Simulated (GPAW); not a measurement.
The system is Pd.

```
Pd
1.0
    -1.57228    1.57228    1.57228
     1.57228   -1.57228    1.57228
     1.57228    1.57228   -1.57228
Pd
1
Direct
  0.00000 0.00000 0.00000
```

This isn't the form of Pd at room conditions, which is fcc.

```yaml
Program: GPAW 26.7.0
Task: relaxation of cell and atoms
Functional: PBEsol
Potentials_or_basis: PAW data sets generated in the run's folder for this functional
Cutoff: 600 eV
Basis: pw
k_mesh: 12 × 12 × 12
Occupations: fermi-dirac, width 0.05 eV
Spin: no spin polarisation
```

At the start: pressure -9.6 GPa; volume 15.55 Å³/atom.

**Question.** Where does the relaxation end?

**Answer.** Over 4 steps the energy falls by 27.6 meV/atom and the volume is 14.70 Å³/atom (-5.5 %); space group Im-3m (No. 229, to 0.05 Å).

The path:
```
step  energy change (eV)  largest force (eV/Å)  pressure (GPa)  volume (Å³)
   1              0.0000                0.0000           -9.62        15.55
   2             -0.0251                0.0000           -3.10        14.94
   3             -0.0276                0.0000            0.34        14.67
   4             -0.0276                0.0000           -0.01        14.70
```

Final structure:
```xyz
1
Lattice="-1.5431 1.5431 1.5431 1.5431 -1.5431 1.5431 1.5431 1.5431 -1.5431" Properties=species:S:1:pos:R:3 pbc="T T T"
Pd    0.0000    0.0000    0.0000
```

Caveat: later steps reuse the first step's grids.
